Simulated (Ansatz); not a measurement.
## CdS (Greenockite) in Ansatz: the effect of exact exchange

CdS (Greenockite):

```
Cd S
1.0
     4.15000    0.00000    0.00000
    -2.07500    3.59401    0.00000
     0.00000    0.00000    6.73700
Cd S
2 2
Direct
  0.66667 0.33333 0.50000
  0.33333 0.66667 0.00000
  0.66667 0.33333 0.87500
  0.33333 0.66667 0.37500
```

Alike in all runs:

- Program: Ansatz 0.2.0
- Task: single point
- Functional: HSE06 form with a typed share of exact exchange
- Potentials or basis: Ansatz PAW
- Cutoff: 420 eV (not typed: the program's choice for these potentials)
- k mesh: 4 × 4 × 2
- Occupations: fermi-dirac, width 0.05 eV
- Spin: no spin polarisation

One run gave: gap on the mesh 1.39 eV; pressure 1.9 GPa. Which exact exchange did it use?
A. 0.2
B. 0.1
C. 0.05
D. 0.15

C.

```csv
exact exchange,gap on the mesh (eV),pressure (GPa)
0.05,1.39,1.9
0.1,1.60,1.6
0.15,1.81,1.4
0.2,2.03,1.2
```

Caveats: all runs use coarse meshes; the PAW data sets come from PBE, with cores solved anew for the run's functional, which leaves a small shift of forces and pressure; the thresholds are loose for stress.

